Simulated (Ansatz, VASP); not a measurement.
## Fe: 3 runs at one level of theory

The starting cell:

```
Fe
1.0
    -1.44300    1.44300    1.44300
     1.44300   -1.44300    1.44300
     1.44300    1.44300   -1.44300
Fe
1
Direct
  0.00000 0.00000 0.00000
```

Alike in all runs: task relaxation of cell and atoms; functional BLYP; dispersion D3(BJ); k mesh 13 × 13 × 13; occupations fermi-dirac, width 0.05 eV; collinear spin, ferromagnetic start; no spin-orbit coupling.

```json
{"program and potentials": "Ansatz, Ansatz PAW", "plane-wave cutoff (eV)": "420", "notes": "potentials made for PBE, which Ansatz adapts in part; 16 valence electrons an atom on average", "equilibrium volume (Å³/atom)": "11.09"}
{"program and potentials": "VASP, PBE PAW files Fe, 600 eV", "plane-wave cutoff (eV)": "600", "notes": "potentials made for PBE; 8 valence electrons an atom on average", "equilibrium volume (Å³/atom)": "11.10"}
{"program and potentials": "Ansatz, all-electron LAPW, scalar-relativistic", "plane-wave cutoff (eV)": "-", "notes": "-", "equilibrium volume (Å³/atom)": "11.09"}
```

The equilibrium volume spans 11.09 (Ansatz, all-electron LAPW, scalar-relativistic) to 11.10 Å³/atom (VASP, PBE PAW files Fe, 600 eV), with all-electron results at 11.09. Some sets were made for another functional than the one run, which can shift their rows. The state is the one that the start led to, which needn't be the lowest. Relaxations stop with a little pressure left, so the last digit of a volume isn't settled.

Differences between rows come from potentials, basis sets and numerical settings, since the functional is the same but for its coding. Runs on potential files found faulty are left out.
